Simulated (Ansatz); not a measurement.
# Mo in Ansatz: the effect of functional

The system is Mo.

```xyz
1
Lattice="-1.5515 1.5515 1.5515 1.5515 -1.5515 1.5515 1.5515 1.5515 -1.5515" Properties=species:S:1:pos:R:3 pbc="T T T"
Mo    0.0000    0.0000    0.0000
```

The cell isn't the ideal one: volume scaled by 0.94.

Alike in all runs:

| Property | Result |
| --- | --- |
| Program | Ansatz 0.2.0 |
| Task | single point |
| Potentials or basis | Ansatz PAW |
| k mesh | 12 × 12 × 12 |
| Occupations | fermi-dirac, width 0.05 eV |
| Spin | no spin polarisation |

```csv
functional,cutoff,pressure (GPa)
LDA,420 eV (not typed: the program's choice for these potentials),2.4
r2SCAN,500 eV (not typed: the program's choice for these potentials),?
PBE,420 eV (not typed: the program's choice for these potentials),16.1
```

What does the run with functional r2SCAN give?

Pressure 13.6 GPa.

Caveats: the PAW data sets come from PBE, with cores solved anew for the run's functional, which leaves a small shift of forces and pressure (some runs).
